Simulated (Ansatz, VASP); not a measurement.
**Ag in VASP and in Ansatz**

INCAR

```
SYSTEM = Ag
ALGO = Fast
EDIFF = 1E-7
ENCUT = 520
GGA = PS
ISIF = 2
ISMEAR = 0
LASPH = .True.
LCHARG = .False.
LREAL = .False.
LWAVE = .False.
NBANDS = 30
NELM = 100
PREC = Accurate
SIGMA = 0.1
```

KPOINTS

```
k-points
0
Gamma
  15 15 4
  0 0 0
```

Contents of POSCAR:

```
Ag
1.0
    2.8861989086      0.0000000000      0.0000000000
   -1.4430994543      2.4995215753      0.0000000000
    0.0000000000      0.0000000000     10.0000000000
Ag
4
Direct
    0.3333333333      0.6666666667      0.2725000000
    0.6666666667      0.3333333333      0.7500000000
    0.0000000000      0.0000000000      0.0000000000
    0.0000000000      0.0000000000      0.5000000000
```

Input for Ansatz:

```yaml
crystal:
  lattice:
    - [2.8861989086, 0.0, 0.0]
    - [-1.4430994543, 2.4995215753, 0.0]
    - [0.0, 0.0, 10.0]
  atoms:
    - { symbol: Ag, position: [0.3333333333, 0.6666666667, 0.2725] }
    - { symbol: Ag, position: [0.6666666667, 0.3333333333, 0.75] }
    - { symbol: Ag, position: [0.0, 0.0, 0.0] }
    - { symbol: Ag, position: [0.0, 0.0, 0.5] }
basis:
  ecutwfc: 420
kpoints:
  mp_grid: { grid: [15, 15, 4] }
hamiltonian:
  xc: pbesol
scf:
  occupations: { method: gaussian, width: 0.1 }
output:
  forces: true
  stress: true
  eigenvalues: true
```

Change from the starting cell: one atom moved.

Alike in both runs: task single point; functional PBEsol; k mesh 15 × 15 × 4; occupations gaussian, width 0.1 eV; no spin polarisation.

```csv
,VASP,Ansatz
version,VASP 6.6.1,Ansatz 0.2.0
potentials or method,"VASP PAW PBE potentials, release 64 (Ag)","scalar-relativistic, plane waves, PAW"
plane-wave cutoff (eV),520,420
valence electrons in the cell,44,76
```

VASP gave:

| Item | Value |
| --- | --- |
| gap on the k mesh at the Fermi level (eV) | none |
| pressure (GPa) | -6.2 |
| largest component of the traceless stress (GPa) | 1.72 |
| rms of the force components (eV/Å) | 0.285 |

Problem. What did Ansatz give for the same quantities?

Solution. gap on the k mesh at the Fermi level (eV): none; pressure (GPa): -6.0; largest component of the traceless stress (GPa): 1.74; rms of the force components (eV/Å): 0.289.

Atom by atom the forces differ by 0.004 eV/Å (rms over components). A gap of «none» marks a metal or a gap that the smearing closes. The two sets of potentials don't hold the same shells in valence.

Caveats: the PAW data sets were made with another functional, which shifts forces and pressure a little (VASP).
